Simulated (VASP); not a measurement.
Here is a VASP 6.6.1 calculation.

INCAR

```
SYSTEM = KCl
PREC = Accurate
ENCUT = 520
EDIFF = 1E-6
ISMEAR = 0
SIGMA = 0.02
LREAL = .False.
LASPH = .True.
NELM = 80
ALGO = Normal
ISIF = 2
LWAVE = .False.
LCHARG = .False.
GGA = PE
NBANDS = 15
```

KPOINTS

```
Automatic mesh
0
Gamma
  6 6 6
  0 0 0
```

The input POSCAR:

```
KCl
1.0
    0.0000000000      3.1891817107      3.1891817107
    3.1891817107      0.0000000000      3.1891817107
    3.1891817107      3.1891817107      0.0000000000
K Cl
1 1
Direct
    0.0000000000      0.0000000000      0.0000000000
    0.5000000000      0.5000000000      0.5000000000
```

Potentials or basis: VASP PAW PBE potentials, release 64 (K_sv, Cl).

Command:

```bash
$ cat potpaw_PBE.64/K_sv/POTCAR potpaw_PBE.64/Cl/POTCAR > POTCAR
$ mpirun -np 1 vasp_std > vasp.out
```

**Question.** Predict the band gap on the k mesh.

**Answer.** 5.05 eV, direct.

**Question.** Estimate the pressure.

**Answer.** 0.0 GPa.

**Measured values to compare with.**

A printed reference work, monograph reports, for a bulk crystal of KCl: band gap 8.68 eV.

Against the measured gap of KCl, 8.68 eV (a printed reference work, monograph), the calculated 5.05 eV is off by -3.63 eV. The value is that of PBE, without temperature or zero-point motion. Semilocal functionals fall short of measured gaps as a rule.
